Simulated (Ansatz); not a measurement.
# BaTiO3 (P4mm) in Ansatz: a series of runs, part 2 of 2

Ansatz 0.2.0. Earlier steps stand in the parts before.

### Step 4. Band structure, PBE+U

Input file input.yaml:

```yaml
crystal:
  lattice:
    - [3.9998, 0.0, 0.0]
    - [0.0, 3.9998, 0.0]
    - [0.0, 0.0, 4.018]
  atoms:
    - { symbol: Ba, position: [0.0, 0.0, 0.0] }
    - { symbol: Ti, position: [0.5, 0.5, 0.49] }
    - { symbol: O, position: [0.0, 0.5, 0.517] }
    - { symbol: O, position: [0.5, 0.0, 0.517] }
    - { symbol: O, position: [0.5, 0.5, 0.019] }
hamiltonian:
  xc: pbe
  pseudopotentials: { kind: paw }
  hubbard: { sites: [{ species: Ti, l: d, u_eff: 8.0 }] }
kpoints:
  mp_grid: { grid: [7, 7, 7] }
  band_path:
    path:
      - [[0.0, 0.0, 0.0], [0.0, 0.5, 0.0], [0.5, 0.5, 0.0], [0.0, 0.0, 0.0], [0.0, 0.0, 0.5], [0.0, 0.5, 0.5], [0.5, 0.5, 0.5], [0.0, 0.0, 0.5]]
      - [[0.0, 0.5, 0.0], [0.0, 0.5, 0.5]]
      - [[0.5, 0.5, 0.0], [0.5, 0.5, 0.5]]
    npoints: 14
scf:
  occupations: { method: fermi_dirac, width: 0.05 }
  n_extra_bands: 12
output:
  forces: true
  stress: true
  eigenvalues: true
  fatbands: false
```

Potentials or basis: Ansatz PAW.

Started as:

```sh
$ ansatz run input.yaml --threads 2 --pin off --max-ram 5632MiB --backend cpu --events-out ev --progress --plain --runs-dir out
```

Standard output:

```text
Warning: RAYON_NUM_THREADS=2 ignored (pool sized by the plan → 2); use --threads N
Ba: projections on atomic orbitals take those of the free atom [Kr 4d10] 5s2 5p6 6s2, of charge +0.00 (hamiltonian.pseudopotentials.projection_atoms); the dataset's partial waves leave at most 9.7e-6 of an orbital's norm unspanned inside its sphere
Ti: projections on atomic orbitals take those of the free atom [Ne] 3s2 3p6 3d2 4s2, of charge +0.00 (hamiltonian.pseudopotentials.projection_atoms); the dataset's partial waves leave at most 4.1e-7 of an orbital's norm unspanned inside its sphere
O: projections on atomic orbitals take those of the free atom [He] 2s2 2p4, of charge +0.00 (hamiltonian.pseudopotentials.projection_atoms); the dataset's partial waves leave at most 1.9e-8 of an orbital's norm unspanned inside its sphere
[... 76 lines left out ...]
  k-point 0: bands = ["-48.1833", "-24.3217", "-24.2980", "-24.2980", "-14.1237", "-6.3437", "-5.4766", "-5.4128", "0.6689", "0.6689", "0.6703", "8.0709", "8.0925", "8.0925", "9.4168", "9.4168", "9.4718", "10.3008", "10.3648", "10.3648", "13.6268", "13.7063", "13.7063", "14.0904", "14.1707", "15.7027", "15.7788", "17.8257", "18.9690", "18.9690", "18.9875", "21.6438"]
  k-point 1: bands = ["-48.1831", "-24.3283", "-24.2978", "-24.2978", "-14.1021", "-6.3459", "-5.4944", "-5.4084", "0.7058", "0.7058", "0.7538", "7.7312", "8.0421", "8.0421", "9.2805", "9.2805", "9.3063", "9.8813", "10.2672", "10.2672", "13.6446", "13.9378", "13.9378", "14.1062", "14.6641", "16.0505", "16.1436", "18.3182", "18.9492", "19.2080", "19.2080", "21.6248"]
  k-point 2: bands = ["-48.1824", "-24.3433", "-24.2971", "-24.2971", "-14.0527", "-6.3924", "-5.4853", "-5.3983", "0.7916", "0.7916", "0.9390", "7.0296", "7.8794", "7.8794", "8.9770", "9.0790", "9.0790", "9.1850", "10.0521", "10.0521", "13.6853", "14.1315", "14.4211", "14.4211", "15.5044", "16.8613", "17.0594", "18.8610", "19.5861", "19.7474", "19.7474", "21.5073"]
  k-point 39: bands = ["-48.1814", "-24.3515", "-24.3295", "-24.3294", "-13.8612", "-5.5571", "-5.4530", "-5.4148", "0.1038", "0.1147", "0.2151", "5.8949", "6.8197", "6.8569", "8.3834", "8.5459", "8.5758", "10.4415", "10.4713", "10.5684", "15.1459", "15.1547", "15.1967", "17.1472", "17.4052", "17.5631", "17.7464", "17.9718", "20.4583", "20.4792", "21.2586", "21.5287"]
Occupation matrices written to <dir>
```

occupation_matrices:

```text
# The occupation matrices of the corrected shells as a run of Ansatz 0.0.0 ended. An entry of
# hamiltonian.hubbard.sites starts from them by `starting_ns: <path of this file>`, where that key's refused
# combinations let it.
# Free energy -10152.870982 eV.
# projection_atom_Ba: [Kr 4d10] 5s2 5p6 6s2
# projection_atom_Ti: [Ne] 3s2 3p6 3d2 4s2
# projection_atom_O: [He] 2s2 2p4
format: ansatz-occupation-matrices/1
state: converged
spin: unpolarized
projectors: all-electron-ortho-atomic
projection_frame: null
lattice: # Å
  - [3.9998, 0.0, 0.0]
  - [0.0, 3.9998, 0.0]
  - [0.0, 0.0, 4.018]
atoms: # fractions of the lattice vectors
  - {symbol: Ba, position: [0.0, 0.0, 0.0]}
  - {symbol: Ti, position: [0.5, 0.5, 0.49]}
  - {symbol: O, position: [0.0, 0.5, 0.517]}
  - {symbol: O, position: [0.5, 0.0, 0.517]}
  - {symbol: O, position: [0.5, 0.5, 0.019]}
sites: # a site counts the atoms from 0
  - {site: 1, l: d, shell: 3, starting_ns: [{spin: up, occupation_matrix: site1_d}]} # 1.998 electrons, filled orbitals 0
occupation_matrices: # on the real harmonics m = 0, +1, -1, ... of the Cartesian axes; of spinors up first
  site1_d:
    matrix:
      - [0.2895315228497275, 7.48099499014998e-18, -2.710505431213761e-19, -3.642919299551295e-17, -4.336808689942018e-19]
      - [7.562310153086393e-18, 0.14361191364548007, 2.710505431213761e-20, 1.214306433183765e-17, 5.421010862427522e-20]
      - [-2.710505431213761e-19, 0.0, 0.14361191364548, -4.336808689942018e-19, 8.185726402265558e-18]
      - [-3.642919299551295e-17, 1.1817803680091998e-17, -4.336808689942018e-19, 0.2857662910545114, -2.710505431213761e-20]
      - [-4.336808689942018e-19, 0.0, 8.185726402265558e-18, -2.710505431213761e-20, 0.13629289290443083]
```

Run time: 20 s. Hardware: 2 threads of Arm Neoverse V1, shared host; peak memory 0.49 GiB.

What came out:

| Quantity | Value |
| --- | --- |
| Free energy | -10152.8710 eV |
| Pressure | 5.4 GPa |
| Largest force | 0.402 eV/Å |
| Band gap on the k mesh | 3.06 eV, indirect (least direct gap 3.26 eV) |
| Band gap along the path | 2.96 eV, indirect (least direct gap 3.26 eV) |

Forces in eV/Å, atoms in the order of the input:
```
Ba   0.000  0.000  0.013
Ti   0.000  0.000  0.402
O    0.000  0.000 -0.136
O    0.000  0.000 -0.136
O    0.000  0.000 -0.144
```

Levels at the corners of the path, in eV from the valence-band top:
```tsv
point	band 16	band 17	band 18	band 19	band 20	band 21	band 22	band 23	band 24	band 25
Γ	-1.25	-1.20	-0.37	-0.30	-0.30	2.96	3.04	3.04	3.42	3.50
X	-1.95	-1.54	-1.52	-1.00	-0.96	3.13	3.54	4.14	4.17	5.34
M	-2.37	-2.08	-0.98	-0.98	-0.05	4.15	4.15	4.22	4.37	7.13
Γ	-1.25	-1.20	-0.37	-0.30	-0.30	2.96	3.04	3.04	3.42	3.50
Z	-1.96	-1.67	-1.67	-0.81	-0.81	3.06	3.48	4.17	4.17	5.45
R	-2.32	-2.03	-0.92	-0.90	-0.13	4.17	4.18	4.32	4.34	7.10
A	-2.11	-2.06	-0.09	-0.09	0.00	4.55	4.55	4.59	6.39	6.59
Z	-1.96	-1.67	-1.67	-0.81	-0.81	3.06	3.48	4.17	4.17	5.45
X	-1.95	-1.54	-1.52	-1.00	-0.96	3.13	3.54	4.14	4.17	5.34
R	-2.32	-2.03	-0.92	-0.90	-0.13	4.17	4.18	4.32	4.34	7.10
M	-2.37	-2.08	-0.98	-0.98	-0.05	4.15	4.15	4.22	4.37	7.13
A	-2.11	-2.06	-0.09	-0.09	0.00	4.55	4.55	4.59	6.39	6.59
```

Eigenvalues of the final occupation matrices:
```
  site  spin  trace               eigenvalues
site 1     1   1.00  0.14 0.14 0.14 0.29 0.29
```

Caveat: the k mesh misses the band edges, so the gap on the mesh is wider than the one along the path; the pressure holds a Pulay correction of +0.5 GPa for the finite cutoff; spin-orbit coupling is left out, which moves the levels of the heavy elements.

### Step 5. The runs side by side

```tsv
U	gap on the mesh (eV)	pressure (GPa)	largest force (eV/Å)
Ti d U = 5 eV	2.54	4.1	0.17
Ti d U = 6 eV	2.70	4.5	0.24
Ti d U = 8 eV	3.06	5.4	0.40
```

Alike in all rows: task band structure; level PBE+U; potentials or basis Ansatz PAW; no spin polarisation; cell as given; k mesh 7 × 7 × 7; cutoff (eV) 420; smearing fermi-dirac 0.05 eV.

On the cell as given the gap runs from 2.44 eV (PBE+U) to 2.96 eV (PBE+U).

Caveats: the k mesh misses the band edges, so the gap on the mesh is wider than the one along the path; spin-orbit coupling is left out, which moves the levels of the heavy elements.

Total energies depend on the potentials used, so only differences within one code and one set of settings carry meaning.
